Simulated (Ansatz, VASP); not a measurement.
**GaN in VASP and in Ansatz**

```
Ga N
1.0
     0.00000    1.99250    1.99250
     1.99250    0.00000    1.99250
     1.99250    1.99250    0.00000
Ga N
1 1
Direct
  0.50000 0.50000 0.50000
  0.00000 0.00000 0.00000
```

Measurements of this composition are mostly on another form, of space group No. 186.

Alike in both runs: functional PBE; k mesh 12 × 12 × 12; occupations fermi-dirac, width 0.02 eV; no spin polarisation.

Ansatz relaxed the structure, and its values are those at the end. VASP's run is a single point on that final structure, the one shown.

|  | VASP | Ansatz |
| --- | --- | --- |
| version | VASP 6.6.1 | Ansatz 0.2.0 |
| potentials or method | VASP PAW PBE potentials, release 64 (Ga_d, N) | plane-wave PAW, scalar-relativistic |
| plane-wave cutoff (eV) | 520 | 420 |
| valence electrons in the cell | 18 | 18 |

|  | VASP | Ansatz | Ansatz less VASP |
| --- | --- | --- | --- |
| gap on the k mesh at the Fermi level (eV) | 1.81 | 1.82 | +0.013 |

With one functional, cell and mesh, what is left measures potentials, basis and numerics. Ansatz warned: «stress_scf_threshold_loose».

 Expect the measured gap to be larger: semilocal functionals such as PBE lack the derivative discontinuity. A k mesh can miss the band edges.
